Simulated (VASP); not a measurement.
**Ti in VASP: convergence with empty bands**

Input of the first run (empty bands 1); the others differ in this setting and in those tied to it:

Contents of INCAR:

```
PREC     = Accurate       # precision mode
ENCUT    = 500            # plane-wave cutoff, eV
EDIFF    = 1E-7           # SCF threshold, eV
ISMEAR   = 1              # smearing method
SIGMA    = 0.1            # smearing width, eV
LREAL    = F              # projectors in reciprocal space
LASPH    = T              # aspherical terms in the spheres
NELM     = 100            # most SCF steps
ALGO     = Normal         # electronic algorithm
ISIF     = 2              # what is computed and relaxed
LWAVE    = F              # write WAVECAR
LCHARG   = F              # write CHGCAR
METAGGA  = R2SCAN         # meta-GGA
LMIXTAU  = T            
NBANDS   = 3              # bands
```

The input KPOINTS:

```
regular mesh
0
Gamma
  8 8 8
```

File POSCAR:

```
Ti
1.0
   -1.6553980000      1.6549040000      1.6776290000
    1.6135460000     -1.5997210000      1.5805940000
    1.6884850000      1.6328080000     -1.6224460000
Ti
1
Direct
    0.0041040000      0.0035770000      0.0033850000
```

Potentials or basis: VASP PAW PBE potentials, release 64 (Ti).

Run with:

```sh
$ cat potpaw_PBE.64/Ti/POTCAR > POTCAR
$ mpirun -np 1 vasp_std > vasp.out
```

The cell isn't the ideal one: cell strained at random at fixed volume.

This isn't the form of Ti at room conditions, which is hcp.

Hardware: 1 thread of Intel(R) Xeon(R) Platinum 8559C (Emerald Rapids) (shared host).

```tsv
empty bands	energy less the tightest run, at zero smearing (meV/atom)	SCF cycles	CPU time (s)	peak memory (GiB)
1	0.00	16	26	0.15
2	0.00	16	35	0.16
3	0.00	16	39	0.16
4	0.00	18	47	0.17
6	0.00	18	67	0.17
10	0.00	18	94	0.18
16	0.00	18	140	0.19
```

Against the tightest run, the energy stays within 1 meV/atom from 1 on. The tightest run that finished is the yardstick and may itself not be fully converged.
